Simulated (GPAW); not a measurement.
Crystal: ZnS (Wurtzite-2H).

```xyz
4
Lattice="3.8110 0.0000 0.0000 -1.9055 3.3004 0.0000 0.0000 0.0000 6.2340" Properties=species:S:1:pos:R:3 pbc="T T T"
Zn    1.9055    1.1001    3.1170
Zn    0.0000    2.2003    0.0000
S     1.9055    1.1001    5.5171
S     0.0000    2.2003    2.4001
```

Program: GPAW 26.7.0. Alike in all runs: no spin polarisation; cell as given; smearing fermi-dirac 0.05 eV.

**Question.** Order these runs on this cell by their pressure, lowest first.
A. level RPBE; potentials or basis the program's PAW data sets (release 1.2.1) made for this functional, pw; k mesh 7 × 7 × 4; cutoff (eV) 450; maxiter 80
B. level PBE; potentials or basis GPAW PAW data sets (gpaw-data 1.2.1), newer versions, pw; k mesh 6 × 6 × 3; cutoff (eV) 600; maxiter 150; band path GMKGALHA,LM,KH; band points 100; data set S v3
C. level SCAN; potentials or basis GPAW PAW data sets (gpaw-data 1.2.1), pw; k mesh 6 × 6 × 3; cutoff (eV) 600; maxiter 150; band path GMKGALHA,LM,KH; band points 60

**Answer.** C (-0.7 GPa), B (2.4 GPa), A (4.8 GPa).

Caveats: the cutoff is short for stress and forces, so pressures can be off by a GPa or more (some runs); the PAW data sets were made with another functional, which shifts forces and pressure a little (some runs).
